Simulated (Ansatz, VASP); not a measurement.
## One calculation of Mo, two programs

```
CELL_PARAMETERS angstrom
0.00000 2.02584 2.02584
1.90494 0.00000 2.02584
1.90494 2.02584 0.00000
ATOMIC_POSITIONS crystal
Mo 0.00000 0.00000 0.00000
```

Alike in both runs: task single point; functional PBEsol; k mesh 16 × 16 × 16; occupations gaussian, width 0.1 eV; no spin polarisation.

|  | VASP | Ansatz |
| --- | --- | --- |
| version | VASP 6.6.1 | Ansatz 0.2.0 |
| potentials or method | VASP PAW PBE potentials, release 64 (Mo_sv) | scalar-relativistic, plane waves, PAW |
| plane-wave cutoff (eV) | 520 | 420 |
| valence electrons in the cell | 14 | 14 |

Ansatz gave:

```
gap on the k mesh at the Fermi level (eV)       : none
pressure (GPa)                                  : -1.7
largest component of the traceless stress (GPa) : 8.79
```

Q: What did VASP give for the same quantities?

A: gap on the k mesh at the Fermi level (eV): none; pressure (GPa): -1.2; largest component of the traceless stress (GPa): 8.78.

A gap of «none» marks a metal or a gap that the smearing closes.

Caveats: the PAW data sets were made with another functional, which shifts forces and pressure a little (VASP).
